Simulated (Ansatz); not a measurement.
Runs of Ansatz 0.2.0 on MoS2. Symmetry: P6_3/mmc, No. 194, hexagonal system. The conventional cell has a = 3.169 Å, b = 3.169 Å, c = 12.324 Å, α = 90.00°, β = 90.00°, γ = 120.00°. Mo (site symmetry -6m2) is surrounded by 6 S at 2.41 Å. Around S (site symmetry 3m) lie 3 Mo at 2.41 Å. 

```csv
task,level,spin,cell,k mesh,cutoff (eV),smearing,points for each segment of the path,gap on the mesh (eV),pressure (GPa),relaxed volume (Å³/atom),largest force (eV/Å)
band structure,r2SCAN,off,as given,10 × 10 × 3,500,fermi-dirac 0.05 eV,14,1.03,0.8,-,(a)
Born charges and dielectric tensor,PBEsol,off,as given,8 × 8 × 2,420,fixed,-,0.94,-,-,-
band structure,PBE,off,as given,10 × 10 × 3,420,fermi-dirac 0.05 eV,14,0.93,2.0,-,0.07
band structure,PBEsol,off,as given,10 × 10 × 3,420,fermi-dirac 0.05 eV,14,0.88,-3.0,-,0.31
band structure,LDA,off,as given,10 × 10 × 3,420,fermi-dirac 0.05 eV,14,0.85,-5.7,-,0.48
relaxation of cell and atoms,LDA,off,relaxed,10 × 10 × 3,420,fermi-dirac 0.05 eV,-,(b),0.0,16.99,-
band structure,PBEsol,"SOC, no magnetisation",as given,10 × 10 × 3,420,fermi-dirac 0.05 eV,14,0.87,-3.0,-,0.31
relaxation of cell and atoms,r2SCAN,off,relaxed,10 × 10 × 3,500,fermi-dirac 0.05 eV,-,1.28,0.0,18.99,-
```

Alike in all rows: potentials or basis Ansatz PAW.

Q: Estimate the missing entries.

A: (a) 0.24; (b) 0.76.

Caveats: the PAW data sets come from PBE, with cores solved anew for the run's functional, which leaves a small shift of forces and pressure (some runs); this functional lacks dispersion, which binds the layers, so the pressure and a relaxed spacing across them are unreliable (some runs); odd divisions of the mesh miss points on the zone boundary, where band edges often lie, so the gap on the mesh can be too wide (some runs); the plane-wave basis is chosen anew once the cell has moved, so the energies of steps on either side of that aren't comparable (some runs).

A k mesh can miss the band edges, and rows without SOC leave out spin-orbit coupling on Mo.
